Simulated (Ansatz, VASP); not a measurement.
# NaCl in VASP and in Ansatz

Contents of INCAR:

```
PREC = Accurate ; ENCUT = 520
EDIFF = 1E-6 ; ISMEAR = 0
SIGMA = 0.01 ; LREAL = False
LASPH = True ; NELM = 100
ALGO = Normal ; ISIF = 2
LWAVE = False ; LCHARG = True
GGA = B5 ; ALDAX = 1.0
AGGAX = 1.0 ; AGGAC = 1.0
ALDAC = 0.0 ; LELF = True
LVHAR = True ; NBANDS = 14
```

Contents of KPOINTS:

```
regular mesh
0
Gamma
  7 7 7
```

POSCAR

```
NaCl
1.0
    2.8600000000      0.0000000000      0.0000000000
    0.0000000000      2.8600000000      0.0000000000
    0.0000000000      0.0000000000      2.8600000000
Na Cl
1 1
Direct
    0.0000000000      0.0000000000      0.0000000000
    0.5000000000      0.5000000000      0.5000000000
```

Input for Ansatz:

```yaml
crystal:
  lattice:
    - [2.86, 0.0, 0.0]
    - [0.0, 2.86, 0.0]
    - [0.0, 0.0, 2.86]
  atoms:
    - { symbol: Na, position: [0.0, 0.0, 0.0] }
    - { symbol: Cl, position: [0.5, 0.5, 0.5] }
kpoints:
  mp_grid:
    grid: [7, 7, 7]
    shift: [0.0, 0.0, 0.0]
hamiltonian:
  xc: blyp
scf:
  convergence:
    dr2_threshold: 1.0e-05
  lower_state_search: "off"
  occupations:
    method: fixed
output:
  stress: true
  eigenvalues: true
```

Measurements of this composition are mostly on another form, of space group No. 225.

Alike in both runs: task single point; functional BLYP; k mesh 7 × 7 × 7; no spin polarisation.

|  | VASP | Ansatz |
| --- | --- | --- |
| version | VASP 6.6.1 | Ansatz 0.2.0 |
| potentials or method | VASP PAW PBE potentials, release 64 (Na_pv, Cl) | plane waves, PAW |
| plane-wave cutoff (eV) | 520 | 420 |
| occupations | gaussian, width 0.01 eV | fixed |
| valence electrons in the cell | 14 | 16 |

VASP gave:

| Property | Result |
| --- | --- |
| gap on the k mesh at the Fermi level (eV) | 5.17 |

Question: Which values does Ansatz return?

Answer: gap on the k mesh at the Fermi level (eV): 5.11.

The two sets of potentials don't hold the same shells in valence. Ansatz warned: «stress_scf_threshold_loose».

Caveats: an odd mesh through Γ misses points on the zone boundary, where band edges often lie. As with any semilocal functional, this BLYP gap is likely too small.
